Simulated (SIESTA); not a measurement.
Crystal: BaTiO3.

```
Ba Ti O
1.0
     3.99980    0.00000    0.00000
     0.00000    3.99980    0.00000
     0.00000    0.00000    4.01800
Ba Ti O
1 1 3
Direct
  0.00000 0.00000 0.00000
  0.50000 0.50000 0.49000
  0.00000 0.50000 0.51700
  0.50000 0.00000 0.51700
  0.50000 0.50000 0.01900
```

Base run:

* Program: SIESTA 5.4.2
* Functional: PBE
* Potentials or basis: PseudoDojo 0.4 standard (PBE files)
* Basis: DZP (energy shift 0.003 Ry; two zetas on semicore shells; d shell added on Ba)
* Grid cutoff: 800 Ry
* Energy shift: 0.003 Ry
* k mesh: 7 × 7 × 7
* Occupations: fermi-dirac, width 0.05 eV
* Spin: no spin polarisation

Its results: band gap on the k mesh 1.81 eV, indirect (least direct gap 1.99 eV); pressure 4.6 GPa; largest force 0.213 eV/Å.

Q: The run is repeated on the same cell with these changes: k mesh from 7 × 7 × 7 to 5 × 5 × 5. What comes out?

A: Band gap on the k mesh 1.87 eV, indirect (least direct gap 1.99 eV); pressure 4.6 GPa; largest force 0.220 eV/Å.

Caveats: this set's barium file shifts pressures by up to 1 GPa against other sets; spin-orbit coupling is left out, which moves the levels of the heavy elements; an odd mesh through Γ misses points on the zone boundary, where band edges often lie; the basis of atomic orbitals isn't converged, which shifts pressures, moduli and gaps.
